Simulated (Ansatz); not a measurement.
# hcp against fcc along groups 8 to 10

Level of theory: DFT, BLYP, plane waves (420 eV) with PAW, scalar-relativistic in Ansatz 0.2.0. The PAW files were generated under PBE, with cores re-solved for the functional.

Each structure is relaxed within its symmetry, in the lowest magnetic state of the tried starts. Differences under about 8 meV lie within the error of the k-point mesh.

| element | E(hcp) − E(fcc) (meV/atom) | V(hcp) (Å³/atom) | V(fcc) (Å³/atom) | state of hcp | state of fcc |
| --- | --- | --- | --- | --- | --- |
| Ru | -105 | 14.43 | 14.51 | spin not included | spin not included |
| Os | -129 | 14.91 | 14.98 | spin not included | spin not included |
| Co | -14 | 11.34 | 11.41 | ferromagnetic | ferromagnetic |
| Rh | 36 | 14.91 | 14.82 | spin not included | non-magnetic |
| Ir | 67 | 15.34 | 15.26 | spin not included | spin not included |
| Ni | 28 | 11.48 | 11.45 | ferromagnetic | ferromagnetic |
| Pd | ? | ? | ? | ? | ? |
| Pt | 48 | 16.78 | 16.65 | spin not included | spin not included |

Question: Fill in the row of Pd.

Answer: E(hcp) − E(fcc) (meV/atom): 26; V(hcp) (Å³/atom): 16.46; V(fcc) (Å³/atom): 16.38; state of hcp: spin not included; state of fcc: spin not included.
